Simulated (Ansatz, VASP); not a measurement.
One calculation of ZnO, two programs

Contents of INCAR:

```
SYSTEM = ZnO
PREC = Accurate
ENCUT = 520
EDIFF = 1E-7
ISMEAR = 0
SIGMA = 0.05
LREAL = .FALSE.
LASPH = .TRUE.
NELM = 100
ALGO = Normal
ISIF = 2
LWAVE = .FALSE.
LCHARG = .FALSE.
GGA = PS
NBANDS = 26
```

KPOINTS

```
regular mesh
0
G
  9 9 6
  0 0 0
```

POSCAR

```
ZnO
1.0
    3.3219642457      0.0000000000      0.0000000000
   -1.6609821228      2.8769054272      0.0000000000
    0.0000000000      0.0000000000      4.9334491013
Zn O
2 2
Direct
    0.3333333333      0.6666666667      0.0015754469
    0.6666666667      0.3333333333      0.5015754469
    0.3333333333      0.6666666667      0.3654345349
    0.6666666667      0.3333333333      0.8654345349
```

Input for Ansatz:

```yaml
crystal:
  lattice:
    - [3.3219642457, 0.0, 0.0]
    - [-1.6609821228, 2.8769054272, 0.0]
    - [0.0, 0.0, 4.9334491013]
  atoms:
    - { symbol: Zn, position: [0.3333333333, 0.6666666667, 0.0015754469] }
    - { symbol: Zn, position: [0.6666666667, 0.3333333333, 0.5015754469] }
    - { symbol: O, position: [0.3333333333, 0.6666666667, 0.3654345349] }
    - { symbol: O, position: [0.6666666667, 0.3333333333, 0.8654345349] }
basis:
  ecutwfc: 520.0
kpoints:
  mp_grid: { grid: [9, 9, 6] }
hamiltonian:
  xc: pbesol
  pseudopotentials: { kind: paw, azcp: { folder: soft_1 } }
scf:
  occupations: { method: gaussian, width: 0.05 }
output:
  forces: true
  stress: true
  eigenvalues: true
```

Alike in both runs: task single point; functional PBEsol; k mesh 9 × 9 × 6; occupations gaussian, width 0.05 eV; no spin polarisation.

```csv
,VASP,Ansatz
version,VASP 6.6.1,Ansatz 0.2.0
potentials or method,"VASP PAW PBE potentials, release 64 (Zn, O)","scalar-relativistic, plane waves, PAW"
plane-wave cutoff (eV),520,520
valence electrons in the cell,36,36
```

|  | VASP | Ansatz | Ansatz less VASP |
| --- | --- | --- | --- |
| gap on the k mesh at the Fermi level (eV) | 0.68 | 0.69 | +0.011 |
| least direct gap on the mesh (eV) | 0.68 | 0.69 | +0.011 |
| pressure (GPa) | 5.6 | 4.6 | -1.01 |
| largest component of the traceless stress (GPa) | 23.71 | 22.82 | -0.895 |
| rms of the force components (eV/Å) | 1.265 | 1.212 | -0.0531 |

Atom by atom the forces differ by 0.053 eV/Å (rms over components). With one functional, cell and mesh, what is left measures potentials, basis and numerics. Ansatz warned: «pseudo_functional_mismatch».

Caveats: the PAW data sets were made with another functional, which shifts forces and pressure a little (VASP).
